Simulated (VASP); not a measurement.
# GaN (P6_3mc) in VASP: further runs

The runs below take GaN through single point, with PBE.

Everything below comes from runs of VASP 6.6.1. Logs are shortened: lines on timing, memory, paths and dates and some standing lists are left out, and cuts for length are marked.

## Step 1: The structure

The structure is hexagonal, space group P6_3mc (No. 186). Conventional cell: a = 3.180 Å, b = 3.180 Å, c = 5.166 Å, α = 90.00°, β = 90.00°, γ = 120.00°. Ga (site symmetry 3m) is surrounded by 4 N at 1.94 to 1.95 Å. Around N (site symmetry 3m) lie 4 Ga at 1.94 to 1.95 Å.

## Step 2: Single point, PBE

Input file INCAR:

```
PREC = Low
ENCUT = 450
EDIFF = 1E-7
ISMEAR = 0
SIGMA = 0.05
LREAL = F
LASPH = T
NELM = 100
ALGO = Normal
ISIF = 2
LWAVE = F
LCHARG = F
GGA = PE
ADDGRID = F
```

Input file KPOINTS:

```
Automatic mesh
0
Gamma
  5 5 3
```

Input file POSCAR:

```
GaN
1.0
    3.1800000000      0.0000000000      0.0000000000
   -1.5900000000      2.7539607840      0.0000000000
    0.0000000000      0.0000000000      5.1660000000
Ga N
2 2
Direct
    0.6521390000      0.3316270000      0.5245870000
    0.3764220000      0.6884330000      0.0161300000
    0.6603830000      0.3218970000      0.8783140000
    0.3311160000      0.6688000000      0.3826530000
```

Potentials or basis: VASP PAW PBE potentials, release 64 (Ga, N).

Command:

```
$ cat potpaw_PBE.64/Ga/POTCAR potpaw_PBE.64/N/POTCAR > POTCAR
$ mpirun -np 1 vasp_std > vasp.out
```

OUTCAR:

```text
PREC = Low
   ENCUT = 450
   EDIFF = 1E-7
   ISMEAR = 0
   LREAL = F
   LASPH = T
   NELM = 100
   ISIF = 2
   GGA = PE

 Found     38 irreducible k-points:

 Following reciprocal coordinates:
            Coordinates               Weight
  0.000000  0.000000  0.000000      1.000000
  0.200000  0.000000  0.000000      2.000000
  0.000000  0.200000  0.000000      2.000000
 -0.200000  0.200000  0.000000      2.000000
  0.400000  0.000000  0.000000      2.000000
  0.000000  0.400000  0.000000      2.000000
   k-points           NKPTS =     38   k-points in BZ     NKDIM =     38   number of bands    NBANDS=     12
   number of dos      NEDOS =    301   number of ions     NIONS =      4
   total plane-waves  NPLWV =   9072
   dimension x,y,z NGX =    18 NGY =   18 NGZ =   28
   dimension x,y,z NGXF=    20 NGYF=   20 NGZF=   32
   ions per type =               2   2
   NGX,Y,Z   is equivalent  to a cutoff of   9.41,  9.41,  9.01 a.u.
   NGXF,Y,Z  is equivalent  to a cutoff of  10.46, 10.46, 10.30 a.u.
 SYSTEM =  unknown system
   PREC   = low       normal or accurate (medium, high low for compatibility)
   ISTART =      0    job   : 0-new  1-cont  2-samecut
   ICHARG =      2    charge: 1-file 2-atom 10-const
   ISPIN  =      1    spin polarized calculation?
   LNONCOLLINEAR =      F non collinear calculations
   LSORBIT =      F    spin-orbit coupling
   LASPH  =      T    aspherical Exc in radial PAW
   ENCUT  =  450.0 eV  33.07 Ry    5.75 a.u.   5.50  5.50  8.94*2*pi/ulx,y,z
   NELM   =    100;   NELMIN=  2; NELMDL= -5     # of ELM steps
   EDIFF  = 0.1E-06   stopping-criterion for ELM
   LREAL  =      F    real-space projection
   EDIFFG = 0.1E-05   stopping-criterion for IOM
   NSW    =      0    number of steps for IOM
   IBRION =     -1    ionic relax: 0-MD 1-quasi-New 2-CG
   NFREE  =      0    steps in history (QN), initial steepest desc. (CG)
   ISIF   =      2    stress and relaxation
   ISYM   =      2    0-nonsym 1-usesym 2-fastsym
   POTIM  = 0.5000    time-step for ionic-motion
   TEBEG  =    0.0;   TEEND  =   0.0 temperature during run
   PSTRESS=    0.0 pullay stress
   NELECT =      16.0000    total number of electrons
   NUPDOWN=      -1.0000    fix difference up-down
   EMIN   =  10.00;   EMAX   =-10.00  energy-range for DOS
   EFERMI =   0.00;   METHOD = LEGACY
   ISMEAR =     0;   SIGMA  =   0.05  broadening in eV -4-tet -1-fermi 0-gaus
   EFERMI_NEDOS =   21; number of points for ismear=-14 and -15
   IALGO  =     38    algorithm
   IMIX   =      4    mixing-type and parameters
     AMIX     =   0.40;   BMIX     =  1.00
     AMIX_MAG =   1.60;   BMIX_MAG =  1.00
  volume/ion in A,a.u.               =      11.31        76.33
  Fermi-wavevector in a.u.,A,eV,Ry     =   1.157715  2.187764 18.235949  1.340304
  Thomas-Fermi vector in A             =   2.294324
   LORBIT       =      0    0 simple, 1 ext, 2 COOP (PROOUT), +10 PAW based schemes
   GGA     = PE    functional components
   LHFCALC =     F    Hartree Fock is set to
   AEXX    =    0.0000 exact exchange contribution
   IVDW    =     0    specifies the selected vdW correction
   LEPSILON=     F    determine dielectric tensor
   LRPA    =     F    only Hartree local field effects (RPA)
 non-spin polarized calculation
 Gauss-broadening in eV      SIGMA  =   0.05
  energy-cutoff  :      450.00
  volume of cell :       45.24
 maximum number of plane-waves:      1002
   NGX = 11   NGY = 11   NGZ = 17

 number of electron      16.0000001 magnetization

 Free energy of the ion-electron system (eV)
  ---------------------------------------------------
  ext. energy  EPLUGINS =         0.00000000
  ---------------------------------------------------
  free energy    TOTEN  =       -23.93006840 eV

  energy without entropy =      -23.93006840  energy(sigma->0) =      -23.93006840

 E-fermi :   3.4916     XC(G=0): -10.9072

 val. band max:        3.2690399310   @ k =   0.0000   0.0000   0.0000
 cond. band min:       5.1118724971   @ k =   0.0000   0.0000   0.0000
 fundamental gap:      1.8428325661
 Fermi energy:         3.4915771405

 k-point     1 :       0.0000    0.0000    0.0000
  band No.  band energies     occupation
      1     -12.9386      2.00000
      2     -10.4429      2.00000
      3      -4.2373      2.00000
      4       1.7275      2.00000
      5       2.2828      2.00000
      6       2.8175      2.00000
      7       3.1043      2.00000
      8       3.2690      2.00000
      9       5.1119      0.00000
     10       7.6357      0.00000
     11      12.3016      0.00000
     12      12.8992      0.00000

 k-point     2 :       0.2000    0.0000    0.0000
  band No.  band energies     occupation
      1     -12.4143      2.00000
      2     -10.1276      2.00000
      3      -3.6929      2.00000
      4       0.0200      2.00000
      5       1.1084      2.00000
      6       1.1761      2.00000
      7       2.4242      2.00000
      8       2.8113      2.00000
      9       7.0177      0.00000
     10       9.1203      0.00000
     11      10.7161      0.00000
     12      11.8101      0.00000

 k-point     3 :       0.0000    0.2000    0.0000
  band No.  band energies     occupation
      1     -12.3995      2.00000
      2     -10.1208      2.00000
      3      -3.6922      2.00000
      4      -0.3096      2.00000
      5       0.8971      2.00000
      6       1.5080      2.00000
      7       2.3653      2.00000
      8       2.9536      2.00000
      9       7.0086      0.00000
     10       9.1236      0.00000
     11      11.0284      0.00000
     12      11.9579      0.00000

 k-point     4 :      -0.2000    0.2000    0.0000
  band No.  band energies     occupation
      1     -12.4031      2.00000
      2     -10.1172      2.00000
      3      -3.6944      2.00000
      4      -0.2977      2.00000
      5       0.9061      2.00000
      6       1.4916      2.00000
      7       2.3810      2.00000
      8       2.9613      2.00000
      9       7.0260      0.00000
     10       9.1069      0.00000
     11      10.8741      0.00000
     12      11.9496      0.00000

 k-point     5 :       0.4000    0.0000    0.0000
  band No.  band energies     occupation
      1     -11.1696      2.00000
      2      -9.7185      2.00000
      3      -2.9263      2.00000
      4      -1.9879      2.00000
      5      -1.1266      2.00000
      6       0.3843      2.00000
      7       1.1864      2.00000
      8       2.3302      2.00000
      9       8.0939      0.00000
     10       8.7757      0.00000
     11       9.2329      0.00000
     12      11.7618      0.00000

 k-point     6 :       0.0000    0.4000    0.0000
  band No.  band energies     occupation
      1     -11.0696      2.00000
      2      -9.7508      2.00000
      3      -3.1369      2.00000
      4      -2.0355      2.00000
      5      -1.3578      2.00000
      6       0.6078      2.00000
      7       0.9362      2.00000
      8       2.4580      2.00000
      9       8.2741      0.00000
     10       8.9339      0.00000
     11       9.4834      0.00000
     12      11.7254      0.00000

 [... further k-points ...]

------------------------ aborting loop because EDIFF is reached ----------------------------------------

  FORCE on cell =-STRESS in cart. coord.  units (eV):
  Direction    XX          YY          ZZ          XY          YZ          ZX
  --------------------------------------------------------------------------------------
  -------------------------------------------------------------------------------------
  Total        1.7885670      3.7208656      7.3592952     -1.0502548     -0.6628085     -0.2557781
  in kB       63.3397760    131.7696193    260.6198738    -37.1934079    -23.4725005     -9.0580479
  external PRESSURE =     151.9097563 kB  Pullay stress =       0.0000000 kB

 VOLUME and BASIS-vectors are now :
 -----------------------------------------------------------------------------
  energy-cutoff  :      450.00
  volume of cell :       45.24
      direct lattice vectors                 reciprocal lattice vectors
     3.180000000  0.000000000  0.000000000     0.314465409  0.181556688  0.000000000
    -1.590000000  2.753960784  0.000000000     0.000000000  0.363113377  0.000000000
     0.000000000  0.000000000  5.166000000     0.000000000  0.000000000  0.193573364

 POSITION                                       TOTAL-FORCE (eV/Angst)
 -----------------------------------------------------------------------------------
      1.54652      0.91329      2.71002         0.416501      0.122379     -2.658139
      0.10241      1.89592      0.08333        -0.995154     -1.146306     -0.303026
      1.58820      0.88649      4.53737         0.877946      1.121375      2.034961
     -0.01044      1.84185      1.97679        -0.299294     -0.097448      0.926204
 -----------------------------------------------------------------------------------
    total drift:                               -0.000728     -0.000273     -0.013242

  FREE ENERGIE OF THE ION-ELECTRON SYSTEM (eV)
  ---------------------------------------------------
  free  energy   TOTEN  =       -23.9300684032 eV

  energy  without entropy=      -23.9300684032  energy(sigma->0) =      -23.93006840
```

Run time: 7 s. Hardware: 1 thread of Intel Xeon 6975P-C (Granite Rapids), shared host; peak memory 0.12 GiB.

These settings aren't checked as converged: the numbers below hold their error.

Results:

```
Free energy            : -23.9301 eV
Largest force          : 2.693 eV/Å
Band gap on the k mesh : 1.84 eV, direct
```

Caveat: the k mesh is coarse (spacing up to 0.46 Å⁻¹), so the values aren't converged; the cutoff is under 1.25 times the usual one of these potentials, so pressure, stress and relaxed cells hold a basis-set (Pulay) error.

## Step 3: Single point, PBE

INCAR: that of step 2 with these lines changed.

```diff
@@ -1,2 +1,2 @@
-PREC = Low
+PREC = Normal
 ENCUT = 450
```

KPOINTS is that of step 2.

Input file POSCAR:

```
GaN
1.0
    3.1800000000      0.0000000000      0.0000000000
   -1.5900000000      2.7539607840      0.0000000000
    0.0000000000      0.0000000000      5.1660000000
Ga N
2 2
Direct
    0.6666666667      0.3333333333      0.5000000000
    0.3333333333      0.6666666667      0.0000000000
    0.6666666667      0.3333333333      0.8750000000
    0.3333333333      0.6666666667      0.3750000000
```

Potentials or basis: VASP PAW PBE potentials, release 64 (Ga, N).

Command:

```
$ cat potpaw_PBE.64/Ga/POTCAR potpaw_PBE.64/N/POTCAR > POTCAR
$ mpirun -np 1 vasp_std > vasp.out
```

It took 4.4 s on 1 thread of Intel Xeon 6975P-C (Granite Rapids), shared host; peak memory 0.11 GiB.

The run converged, but some of its settings lie outside the range that counts as converged, so its numbers aren't taken as properties of the crystal.

What came out:

```yaml
Free_energy: -24.2083 eV
Largest_force: 0.171 eV/Å
Band_gap_on_the_k_mesh: 2.05 eV, direct
```

Caveat: the k mesh is coarse (spacing up to 0.46 Å⁻¹), so the values aren't converged; the cutoff is under 1.25 times the usual one of these potentials, so pressure, stress and relaxed cells hold a basis-set (Pulay) error.

## Step 4: Single point, PBE

INCAR is that of step 3.

KPOINTS is that of step 3.

Input file POSCAR:

```
GaN
1.0
    3.1800000000      0.0000000000      0.0000000000
   -1.5900000000      2.7539607840      0.0000000000
    0.0000000000      0.0000000000      5.1660000000
Ga N
2 2
Direct
    0.6521390000      0.3316270000      0.5245870000
    0.3764220000      0.6884330000      0.0161300000
    0.6603830000      0.3218970000      0.8783140000
    0.3311160000      0.6688000000      0.3826530000
```

Command:

```
$ cat potpaw_PBE.64/Ga/POTCAR potpaw_PBE.64/N/POTCAR > POTCAR
$ mpirun -np 1 vasp_std > vasp.out
```

Run time: 8.7 s. Hardware: 1 thread of Intel Xeon 6975P-C (Granite Rapids), shared host; peak memory 0.13 GiB.

These settings aren't checked as converged: the numbers below hold their error.

What came out:

| Property | Result |
| --- | --- |
| Free energy | -23.9290 eV |
| Largest force | 2.695 eV/Å |
| Band gap on the k mesh | 1.84 eV, direct |

Caveat: the k mesh is coarse (spacing up to 0.46 Å⁻¹), so the values aren't converged; the cutoff is under 1.25 times the usual one of these potentials, so pressure, stress and relaxed cells hold a basis-set (Pulay) error.

## Step 5: Single point, PBE

INCAR: that of step 4 with these lines changed.

```diff
@@ -1,2 +1,2 @@
-PREC = Normal
+PREC = Accurate
 ENCUT = 450
@@ -5,3 +5,3 @@
 SIGMA = 0.05
-LREAL = F
+LREAL = Auto
 LASPH = T
```

KPOINTS is that of step 4.

Input file POSCAR:

```
GaN
1.0
    3.1800000000      0.0000000000      0.0000000000
   -1.5900000000      2.7539607840      0.0000000000
    0.0000000000      0.0000000000      5.1660000000
Ga N
2 2
Direct
    0.6666666667      0.3333333333      0.5000000000
    0.3333333333      0.6666666667      0.0000000000
    0.6666666667      0.3333333333      0.8750000000
    0.3333333333      0.6666666667      0.3750000000
```

Potentials or basis: VASP PAW PBE potentials, release 64 (Ga, N).

Command:

```
$ cat potpaw_PBE.64/Ga/POTCAR potpaw_PBE.64/N/POTCAR > POTCAR
$ mpirun -np 1 vasp_std > vasp.out
```

OUTCAR:

```text
PREC = Accurate
   ENCUT = 450
   EDIFF = 1E-7
   ISMEAR = 0
   LREAL = Auto
   LASPH = T
   NELM = 100
   ISIF = 2
   GGA = PE

 Found     10 irreducible k-points:

 Following reciprocal coordinates:
            Coordinates               Weight
  0.000000  0.000000  0.000000      1.000000
  0.200000  0.000000  0.000000      6.000000
  0.400000  0.000000  0.000000      6.000000
  0.200000  0.200000  0.000000      6.000000
  0.400000  0.200000  0.000000      6.000000
  0.000000  0.000000  0.333333      2.000000
   k-points           NKPTS =     10   k-points in BZ     NKDIM =     10   number of bands    NBANDS=     12
   number of dos      NEDOS =    301   number of ions     NIONS =      4
   total plane-waves  NPLWV =  20736
   dimension x,y,z NGX =    24 NGY =   24 NGZ =   36
   dimension x,y,z NGXF=    48 NGYF=   48 NGZF=   72
   ions per type =               2   2
   NGX,Y,Z   is equivalent  to a cutoff of  12.55, 12.55, 11.59 a.u.
   NGXF,Y,Z  is equivalent  to a cutoff of  25.09, 25.09, 23.17 a.u.
 SYSTEM =  unknown system
   PREC   = accura    normal or accurate (medium, high low for compatibility)
   ISTART =      0    job   : 0-new  1-cont  2-samecut
   ICHARG =      2    charge: 1-file 2-atom 10-const
[... 73 lines left out ...]
      9       5.1344      0.00000
     10       7.4954      0.00000
     11      12.4155      0.00000
     12      13.1287      0.00000
[... 61 lines left out ...]
 k-point     6 :       0.0000    0.0000    0.3333
  band No.  band energies     occupation
      1     -12.4800      2.00000
      2     -11.3417      2.00000
      3      -2.3750      2.00000
      4       0.7368      2.00000
      5       2.2850      2.00000
      6       2.2850      2.00000
      7       2.8085      2.00000
      8       2.8085      2.00000
      9       6.8021      0.00000
     10       7.6291      0.00000
     11      11.8337      0.00000
     12      12.3092      0.00000

 [... further k-points ...]

------------------------ aborting loop because EDIFF is reached ----------------------------------------

  FORCE on cell =-STRESS in cart. coord.  units (eV):
  Direction    XX          YY          ZZ          XY          YZ          ZX
  --------------------------------------------------------------------------------------
  -------------------------------------------------------------------------------------
  Total        3.4477333      3.4477333      3.9587717      0.0000000      0.0000000      0.0000000
  in kB      122.0969935    122.0969935    140.1947539      0.0000000      0.0000000      0.0000000
  external PRESSURE =     128.1295803 kB  Pullay stress =       0.0000000 kB

 VOLUME and BASIS-vectors are now :
 -----------------------------------------------------------------------------
  energy-cutoff  :      450.00
  volume of cell :       45.24
      direct lattice vectors                 reciprocal lattice vectors
     3.180000000  0.000000000  0.000000000     0.314465409  0.181556688  0.000000000
    -1.590000000  2.753960784  0.000000000     0.000000000  0.363113377  0.000000000
     0.000000000  0.000000000  5.166000000     0.000000000  0.000000000  0.193573364

 POSITION                                       TOTAL-FORCE (eV/Angst)
 -----------------------------------------------------------------------------------
      1.59000      0.91799      2.58300         0.000000      0.000000     -0.169920
     -0.00000      1.83597      0.00000        -0.000000      0.000000     -0.169920
      1.59000      0.91799      4.52025         0.000000     -0.000000      0.169920
     -0.00000      1.83597      1.93725        -0.000000      0.000000      0.169920
 -----------------------------------------------------------------------------------
    total drift:                               -0.000000     -0.000000      0.008651

  FREE ENERGIE OF THE ION-ELECTRON SYSTEM (eV)
  ---------------------------------------------------
  free  energy   TOTEN  =       -24.2113248988 eV

  energy  without entropy=      -24.2113248988  energy(sigma->0) =      -24.21132490
```

stdout:

```text
POSCAR found type information on POSCAR GaN
 POSCAR found :  2 types and       4 ions
 scaLAPACK will be used
 -----------------------------------------------------------------------------
|                                                                             |
|                                                                             |
|     You have a (more or less) 'small supercell' and for smaller cells       |
|     it is recommended to use the reciprocal-space projection scheme!        |
|     The real-space optimization is not efficient for small cells and it     |
|     is also less accurate ...                                               |
|     Therefore, set LREAL=.FALSE. in the INCAR file.                         |
|                                                                             |
 -----------------------------------------------------------------------------

 LDA part: xc-table for (Slater+PW92), standard interpolation
 POSCAR, INCAR and KPOINTS ok, starting setup
 FFT: planning ... GRIDC
 FFT: planning ... GRID_SOFT
 FFT: planning ... GRID
 WAVECAR not read
 entering main loop
```

Wall time 7.6 s (1 thread of Intel Xeon 6975P-C (Granite Rapids), shared host); peak memory 0.15 GiB.

These settings aren't checked as converged: the numbers below hold their error.

What came out:

```yaml
Free_energy: -24.2113 eV
Largest_force: 0.170 eV/Å
Band_gap_on_the_k_mesh: 2.05 eV, direct
```

Caveat: the k mesh is coarse (spacing up to 0.46 Å⁻¹), so the values aren't converged; the cutoff is under 1.25 times the usual one of these potentials, so pressure, stress and relaxed cells hold a basis-set (Pulay) error.

(Part 1 of 2 ends here.)
